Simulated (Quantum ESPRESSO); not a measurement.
# ZrC (Fm-3m) in Quantum ESPRESSO: further runs

Runs on ZrC. Level: PBE+D3(BJ). Tasks: single point, equation of state.

All numbers are computed with Quantum ESPRESSO 7.5; they aren't measurements. Logs are shortened: lines on timing, memory, paths and dates and some standing lists are left out, and cuts for length are marked.

## (1) The crystal as given

It takes space group Fm-3m (No. 225, cubic). The conventional cell has a = 4.730 Å, b = 4.730 Å, c = 4.730 Å, α = 90.00°, β = 90.00°, γ = 90.00°. Zr (site symmetry m-3m) has 6 C at 2.37 Å as nearest neighbours. Around C (site symmetry m-3m) lie 6 Zr at 2.37 Å.

## (2) Single point, PBE+D3(BJ), 12.43 Å³/atom

File pw.in:

```
&CONTROL
  calculation = 'scf'
  prefix = 'pwscf'
  outdir = './tmp'
  pseudo_dir = './pseudo'
  tprnfor = .true.
  tstress = .true.
  disk_io = 'nowf'
/
&SYSTEM
  ibrav = 0
  nat = 2
  ntyp = 2
  ecutwfc = 82
  nbnd = 14
  occupations = 'smearing'
  smearing = 'fd'
  degauss = 0.00367493
  vdw_corr = 'grimme-d3'
  dftd3_version = 4
/
&ELECTRONS
  conv_thr = 4d-10
  electron_maxstep = 120
  mixing_beta = 0.5
/
ATOMIC_SPECIES
Zr    91.2240 Zr.upf
C     12.0110 C.upf
CELL_PARAMETERS angstrom
   0.0000000000    2.3167211471    2.3167211471
   2.3167211471    0.0000000000    2.3167211471
   2.3167211471    2.3167211471    0.0000000000
ATOMIC_POSITIONS crystal
Zr     0.5000000000    0.5000000000    0.5000000000
C      0.0000000000    0.0000000000    0.0000000000
K_POINTS automatic
10 10 10 0 0 0
```

Potentials or basis: PseudoDojo 0.4.1 SR PBE standard.

Run with:

```console
OMP_NUM_THREADS=1 pw.x -in pw.in > pw.out
```

pw.out:

```text
This program is part of the open-source Quantum ESPRESSO suite
     for quantum simulation of materials; please cite
[... 9 lines left out ...]
     --------------------
     sticks:   dense  smooth     PW     G-vecs:    dense   smooth      PW
     Sum         859     859    253                16865    16865    2741

     Using Slab Decomposition

     bravais-lattice index     =            0
     lattice parameter (alat)  =       6.1914  a.u.
     unit-cell volume          =     167.8216 (a.u.)^3
     number of atoms/cell      =            2
     number of atomic types    =            2
     number of electrons       =        16.00
     number of Kohn-Sham states=           14
     kinetic-energy cutoff     =      82.0000  Ry
     charge density cutoff     =     328.0000  Ry
     scf convergence threshold =      4.0E-10
     mixing beta               =       0.5000
     number of iterations used =            8  plain     mixing
     Exchange-correlation= PBE
                           (   1   4   3   4   0   0   0)

     celldm(1)=   6.191382  celldm(2)=   0.000000  celldm(3)=   0.000000
     celldm(4)=   0.000000  celldm(5)=   0.000000  celldm(6)=   0.000000

     crystal axes: (cart. coord. in units of alat)
               a(1) = (   0.000000   0.707107   0.707107 )
               a(2) = (   0.707107   0.000000   0.707107 )
               a(3) = (   0.707107   0.707107   0.000000 )

     reciprocal axes: (cart. coord. in units 2 pi/alat)
               b(1) = ( -0.707107  0.707107  0.707107 )
               b(2) = (  0.707107 -0.707107  0.707107 )
               b(3) = (  0.707107  0.707107 -0.707107 )

     PseudoPot. # 1 for Zr read from file:
     Zr.upf
     Pseudo is Norm-conserving + core correction, Zval = 12.0
     Generated using ONCVPSP code by D. R. Hamann
     Using radial grid of 1622 points,  6 beta functions with:
                l(1) =   0
                l(2) =   0
                l(3) =   1
                l(4) =   1
                l(5) =   2
                l(6) =   2

     PseudoPot. # 2 for C  read from file:
     C.upf
     Pseudo is Norm-conserving + core correction, Zval =  4.0
     Generated using ONCVPSP code by D. R. Hamann
     Using radial grid of 1248 points,  4 beta functions with:
                l(1) =   0
                l(2) =   0
                l(3) =   1
                l(4) =   1

     atomic species   valence    mass     pseudopotential
     Zr               12.00    91.22400     Zr( 1.00)
     C                 4.00    12.01100     C ( 1.00)

     48 Sym. Ops., with inversion, found

   Cartesian axes

     site n.     atom                  positions (alat units)
         1        Zr     tau(   1) = (   0.7071068   0.7071068   0.7071068  )
         2        C      tau(   2) = (   0.0000000   0.0000000   0.0000000  )

     --------------------------------------------
     DFT-D3 Dispersion Correction (3-body terms):
     --------------------------------------------
       Reference C6 values for interpolation:

         atom   Coordination number   C6
         C          0.000            98.23
         C          0.987            86.49
         C          1.998            58.72
         C          2.999            51.56
         C          3.984            36.41
         Zr         0.000          3645.44
         Zr         1.935          1137.36
         Zr         3.911           917.38

       Values used:

         atom   Coordination number  R0_AB[au]  C6      C8
         Zr        17.018            3.836    917.38 152111.45
         C          5.987            2.750     36.41   1053.14

         Molecular C6 ( Ry / a.u.^6 ) =      1303.04

     number of k points=    47  Fermi-Dirac smearing, width (Ry)=  0.0037
                       cart. coord. in units 2pi/alat
        k(    1) = (   0.0000000   0.0000000   0.0000000), wk =   0.0020000
        k(    2) = (   0.0707107   0.0707107  -0.0707107), wk =   0.0160000
        k(    3) = (   0.1414214   0.1414214  -0.1414214), wk =   0.0160000
        k(    4) = (   0.2121320   0.2121320  -0.2121320), wk =   0.0160000
        k(    5) = (   0.2828427   0.2828427  -0.2828427), wk =   0.0160000
        k(    6) = (  -0.3535534  -0.3535534   0.3535534), wk =   0.0080000
[... 39 lines left out ...]
        k(   46) = (  -0.0707107  -0.3535534   0.6363961), wk =   0.0480000
        k(   47) = (  -0.7071068   0.2828427   0.0000000), wk =   0.0240000

     Dense  grid:    16865 G-vectors     FFT dimensions: (  36,  36,  36)

     Initial potential from superposition of free atoms

     starting charge      15.9976, renormalised to      16.0000
     Starting wfcs are   14 randomized atomic wfcs

     Self-consistent Calculation

     iteration #  1     ecut=    82.00 Ry     beta= 0.50
     Davidson diagonalization with overlap
     ethr =  1.00E-02,  avg # of iterations =  3.7

     total energy              =    -113.23236620 Ry
     estimated scf accuracy    <       0.60329398 Ry
[... 57 lines left out ...]
     iteration # 10     ecut=    82.00 Ry     beta= 0.50
     Davidson diagonalization with overlap
     ethr =  2.06E-11,  avg # of iterations =  2.3

     End of self-consistent calculation

          k = 0.0000 0.0000 0.0000 (  2085 PWs)   bands (ev):

   -32.2297  -9.9130  -9.9130  -9.9130   4.2575  16.6767  16.6767  16.6767
    16.8290  16.8290  16.8290  18.6645  18.6645  23.5232

          k = 0.0707 0.0707-0.0707 (  2100 PWs)   bands (ev):
[... 141 lines left out ...]
   -32.0667 -10.6695 -10.4028 -10.1863   5.8510  13.0004  13.5311  14.5133
    16.7151  21.1394  21.5061  22.5935  23.9385  27.9998

          k =-0.7071 0.0000 0.0000 (  2100 PWs)   bands (ev):

   -32.0654 -10.7640 -10.2420 -10.2420   5.3851  13.7266  13.8215  15.8285
    15.8285  20.4091  21.6937  21.6937  24.2515  26.8032

          k = 0.2828 0.1414 0.0000 (  2089 PWs)   bands (ev):

   -32.1630 -10.3602 -10.0670  -9.9732   5.5493  12.6338  14.2874  14.3708
    16.9112  19.4314  19.5985  20.6901  23.2129  26.1897

          k = 0.3536 0.2121-0.0707 (  2105 PWs)   bands (ev):
[... 51 lines left out ...]
   -32.0706 -10.5461 -10.5296 -10.1640   6.2812  12.3151  13.3758  13.6281
    18.2943  19.9971  21.4732  23.3734  24.0247  29.0949

          k =-0.7071 0.1414 0.0000 (  2116 PWs)   bands (ev):

   -32.0653 -10.7160 -10.2938 -10.2520   5.6209  13.5688  13.6198  14.6522
    16.5968  21.2948  21.4484  21.6974  24.1353  27.5055

          k =-0.1414-0.4243 0.7071 (  2115 PWs)   bands (ev):
[... 6 lines left out ...]
   -32.0691 -10.5772 -10.4622 -10.2148   6.2613  12.4869  13.3345  13.5165
    19.1068  19.1464  21.6250  23.4762  23.5666  28.8253

          k =-0.7071 0.2828 0.0000 (  2134 PWs)   bands (ev):

   -32.0652 -10.5886 -10.4274 -10.2681   6.0644  13.2038  13.3554  13.4192
    18.2221  20.0107  21.7036  22.7343  23.6173  29.4688

     the Fermi energy is    15.7369 ev

!    total energy              =    -113.46878775 Ry
     estimated scf accuracy    <          2.5E-11 Ry
     smearing contrib. (-TS)   =      -0.00017284 Ry
     internal energy E=F+TS    =    -113.46861491 Ry

     The total energy is F=E-TS. E is the sum of the following terms:
     one-electron contribution =      -5.39613157 Ry
     hartree contribution      =      12.14172827 Ry
     xc contribution           =     -24.42955552 Ry
     ewald contribution        =     -95.72845186 Ry
     DFT-D3 Dispersion         =      -0.05620423 Ry

     convergence has been achieved in  10 iterations

     Forces acting on atoms (cartesian axes, Ry/au):

     atom    1 type  1   force =     0.00000000    0.00000000   -0.00000000
     atom    2 type  2   force =    -0.00000000   -0.00000000    0.00000000

     Total force =     0.000000     Total SCF correction =     0.000000

     Computing stress (Cartesian axis) and pressure

          total   stress  (Ry/bohr**3)                   (kbar)     P=       72.81
   0.00049492  -0.00000000  -0.00000000           72.81       -0.00       -0.00
  -0.00000000   0.00049492  -0.00000000           -0.00       72.81       -0.00
  -0.00000000  -0.00000000   0.00049492           -0.00       -0.00       72.81

=------------------------------------------------------------------------------=
   JOB DONE.
=------------------------------------------------------------------------------=
```

It took 22 s on 1 thread of Arm Neoverse V1, shared host; peak memory 0.07 GiB.

Results:

```yaml
Free_energy: -1543.8215 eV
Pressure: 7.3 GPa
Band_gap_on_the_k_mesh: none (metal or under the smearing width)
```

Caveat: pairwise dispersion overbinds metals, which lowers pressure and volume.

## (3) Single point, PBE+D3(BJ), 12.70 Å³/atom

pw.in: that of step 2 with these lines changed.

```diff
@@ -30,5 +30,5 @@
 CELL_PARAMETERS angstrom
-   0.0000000000    2.3167211471    2.3167211471
-   2.3167211471    0.0000000000    2.3167211471
-   2.3167211471    2.3167211471    0.0000000000
+   0.0000000000    2.3330366223    2.3330366223
+   2.3330366223    0.0000000000    2.3330366223
+   2.3330366223    2.3330366223    0.0000000000
 ATOMIC_POSITIONS crystal
```

Potentials or basis: PseudoDojo 0.4.1 SR PBE standard.

Run with:

```console
OMP_NUM_THREADS=1 pw.x -in pw.in > pw.out
```

Run time: 22 s. Hardware: 1 thread of Arm Neoverse V1, shared host; peak memory 0.07 GiB.

It converged, with:

| Property | Result |
| --- | --- |
| Free energy | -1543.8369 eV |
| Pressure | 2.0 GPa |
| Band gap on the k mesh | none (metal or under the smearing width) |

Caveat: pairwise dispersion overbinds metals, which lowers pressure and volume.

## (4) Single point, PBE+D3(BJ), 12.96 Å³/atom

pw.in: that of step 3 with these lines changed.

```diff
@@ -30,5 +30,5 @@
 CELL_PARAMETERS angstrom
-   0.0000000000    2.3330366223    2.3330366223
-   2.3330366223    0.0000000000    2.3330366223
-   2.3330366223    2.3330366223    0.0000000000
+   0.0000000000    2.3491270385    2.3491270385
+   2.3491270385    0.0000000000    2.3491270385
+   2.3491270385    2.3491270385    0.0000000000
 ATOMIC_POSITIONS crystal
```

Run with:

```console
OMP_NUM_THREADS=1 pw.x -in pw.in > pw.out
```

Run time: 25 s. Hardware: 1 thread of Arm Neoverse V1, shared host; peak memory 0.07 GiB.

It converged, with:

```yaml
Free_energy: -1543.8359 eV
Pressure: -2.7 GPa
Band_gap_on_the_k_mesh: none (metal or under the smearing width)
```

Caveat: pairwise dispersion overbinds metals, which lowers pressure and volume.

## (5) Single point, PBE+D3(BJ), 13.23 Å³/atom

pw.in: that of step 4 with these lines changed.

```diff
@@ -30,5 +30,5 @@
 CELL_PARAMETERS angstrom
-   0.0000000000    2.3491270385    2.3491270385
-   2.3491270385    0.0000000000    2.3491270385
-   2.3491270385    2.3491270385    0.0000000000
+   0.0000000000    2.3650000000    2.3650000000
+   2.3650000000    0.0000000000    2.3650000000
+   2.3650000000    2.3650000000    0.0000000000
 ATOMIC_POSITIONS crystal
```

Run with:

```console
OMP_NUM_THREADS=1 pw.x -in pw.in > pw.out
```

Run time: 30 s. Hardware: 1 thread of Arm Neoverse V1, shared host; peak memory 0.07 GiB.

Results (log left out):

```yaml
Free_energy: -1543.8200 eV
Pressure: -7.0 GPa
Band_gap_on_the_k_mesh: none (metal or under the smearing width)
```

Caveat: pairwise dispersion overbinds metals, which lowers pressure and volume.

## (6) Single point, PBE+D3(BJ), 13.49 Å³/atom

pw.in: that of step 5 with these lines changed.

```diff
@@ -30,5 +30,5 @@
 CELL_PARAMETERS angstrom
-   0.0000000000    2.3650000000    2.3650000000
-   2.3650000000    0.0000000000    2.3650000000
-   2.3650000000    2.3650000000    0.0000000000
+   0.0000000000    2.3806627081    2.3806627081
+   2.3806627081    0.0000000000    2.3806627081
+   2.3806627081    2.3806627081    0.0000000000
 ATOMIC_POSITIONS crystal
```

Potentials or basis: PseudoDojo 0.4.1 SR PBE standard.

Run with:

```console
OMP_NUM_THREADS=1 pw.x -in pw.in > pw.out
```

Wall time 30 s (1 thread of Arm Neoverse V1, shared host); peak memory 0.07 GiB.

Results (log left out):

* Free energy: -1543.7907 eV
* Pressure: -10.8 GPa
* Band gap on the k mesh: none (metal or under the smearing width)

Caveat: pairwise dispersion overbinds metals, which lowers pressure and volume.

## (7) Single point, PBE+D3(BJ), 13.76 Å³/atom

pw.in: that of step 6 with these lines changed.

```diff
@@ -30,5 +30,5 @@
 CELL_PARAMETERS angstrom
-   0.0000000000    2.3806627081    2.3806627081
-   2.3806627081    0.0000000000    2.3806627081
-   2.3806627081    2.3806627081    0.0000000000
+   0.0000000000    2.3961219900    2.3961219900
+   2.3961219900    0.0000000000    2.3961219900
+   2.3961219900    2.3961219900    0.0000000000
 ATOMIC_POSITIONS crystal
```

Run with:

```console
OMP_NUM_THREADS=1 pw.x -in pw.in > pw.out
```

It took 30 s on 1 thread of Arm Neoverse V1, shared host; peak memory 0.07 GiB.

Results (log left out):

```yaml
Free_energy: -1543.7494 eV
Pressure: -14.3 GPa
Band_gap_on_the_k_mesh: none (metal or under the smearing width)
```

Caveat: pairwise dispersion overbinds metals, which lowers pressure and volume.

## (8) Single point, PBE+D3(BJ), 14.02 Å³/atom

pw.in: that of step 7 with these lines changed.

```diff
@@ -30,5 +30,5 @@
 CELL_PARAMETERS angstrom
-   0.0000000000    2.3961219900    2.3961219900
-   2.3961219900    0.0000000000    2.3961219900
-   2.3961219900    2.3961219900    0.0000000000
+   0.0000000000    2.4113843250    2.4113843250
+   2.4113843250    0.0000000000    2.4113843250
+   2.4113843250    2.4113843250    0.0000000000
 ATOMIC_POSITIONS crystal
```

Run with:

```console
OMP_NUM_THREADS=1 pw.x -in pw.in > pw.out
```

Run time: 31 s. Hardware: 1 thread of Arm Neoverse V1, shared host; peak memory 0.07 GiB.

It converged, with:

| Property | Result |
| --- | --- |
| Free energy | -1543.6972 eV |
| Pressure | -17.4 GPa |
| Band gap on the k mesh | none (metal or under the smearing width) |

Caveat: pairwise dispersion overbinds metals, which lowers pressure and volume.

## (9) Equation of state, PBE+D3(BJ)

Potentials or basis: PseudoDojo 0.4.1 SR PBE standard.

This step only gathers the single runs of the series.

Results:

| Item | Value |
| --- | --- |
| Equilibrium volume | 12.81 Å³/atom |
| Bulk modulus | 231 GPa |
| Pressure derivative of the bulk modulus | 4.1 |

Energy against volume, from the lowest point:
| volume (Å³/atom) | energy (meV/atom) |
| --- | --- |
| 12.434 | 7.72 |
| 12.699 | 0.00 |
| 12.963 | 0.53 |
| 13.228 | 8.48 |
| 13.493 | 23.11 |
| 13.757 | 43.79 |
| 14.022 | 69.88 |
